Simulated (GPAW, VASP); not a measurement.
This is a calculation of Mg (Magnesium) for GPAW 26.7.0 (ASE script). 

run.py

```python
from ase.dft.bandgap import bandgap
from ase.io import read, write
from ase.units import GPa
from gpaw import GPAW, PW, setup_paths

setup_paths.insert(0, '.')

atoms = read('Mg.xyz')

calc = GPAW(mode=PW(800),
            xc='PBEsol',
            kpts={'size': (10, 10, 5), 'gamma': True},
            occupations={'name': 'methfessel-paxton', 'order': 0, 'width': 0.1},
            nbands=19,
            convergence={'density': 1e-05, 'energy': 1e-05},
            maxiter=150,
            txt='gpaw.txt')
atoms.calc = calc
energy = atoms.get_potential_energy()
forces = atoms.get_forces()
stress = atoms.get_stress()
calc.write('gs.gpw')
write('result.traj', atoms)
print(f'Energy: {energy:.6f} eV')
print('Forces (eV/A):')
print(forces.round(4))
print('Stress (GPa):', (stress / GPa).round(3))
print('Fermi level:', round(calc.get_fermi_level(), 4), 'eV')
print(f'Gap: {bandgap(calc)[0]:.4f} eV, direct: {bandgap(calc, direct=True)[0]:.4f} eV')
```

Contents of Mg.xyz:

```xyz
2
Lattice="3.2093000000 0.0000000000 0.0000000000 -1.6046500000 2.7793353284 0.0000000000 0.0000000000 0.0000000000 5.2103000000" Properties=species:S:1:pos:R:3 pbc="T T T"
Mg     1.6046500002      0.9264451094      3.9077250000
Mg    -0.0000000002      1.8528902190      1.3025750000
```

Potentials or basis: PAW data sets generated in the run's folder for this functional, pw.

The run is started by

```bash
$ gpaw-setup -f PBEsol Mg
$ OMP_NUM_THREADS=1 python run.py
```

Question: Translate it to VASP 6.6.1. Potentials or basis there: PBE PAW files Mg, release 54, 520 eV.

Answer: As run (cutoffs and basis follow the program's own potentials, and thresholds, step limits or extra output files can differ):

Contents of INCAR:

```
SYSTEM = Mg
PREC = Accurate
ENCUT = 520
EDIFF = 1E-7
ISMEAR = 0
SIGMA = 0.1
LREAL = .False.
LASPH = .True.
NELM = 60
ALGO = Normal
ISIF = 2
LWAVE = .False.
LCHARG = .False.
GGA = PS
NBANDS = 9
```

The input KPOINTS:

```
Automatic mesh
0
Gamma
  10 10 5
  0 0 0
```

File POSCAR:

```
Mg
1.0
    3.2093000000      0.0000000000      0.0000000000
   -1.6046500000      2.7793353284      0.0000000000
    0.0000000000      0.0000000000      5.2103000000
Mg
2
Cartesian
    1.6046500002      0.9264451094      3.9077250000
   -0.0000000002      1.8528902190      1.3025750000
```

Potentials or basis: VASP PAW PBE potentials, release 54 (Mg).

Launch:

```console
$ cat potpaw_PBE.54/Mg/POTCAR > POTCAR
$ mpirun -np 1 vasp_std > vasp.out
```

Both were run:

|  | GPAW | VASP |
| --- | --- | --- |
| Pressure | -1.1 GPa | -1.1 GPa |

The potentials hold 20 and 4 valence electrons a cell.

VASP's potentials were made for PBE.

Pressure is positive in compression.
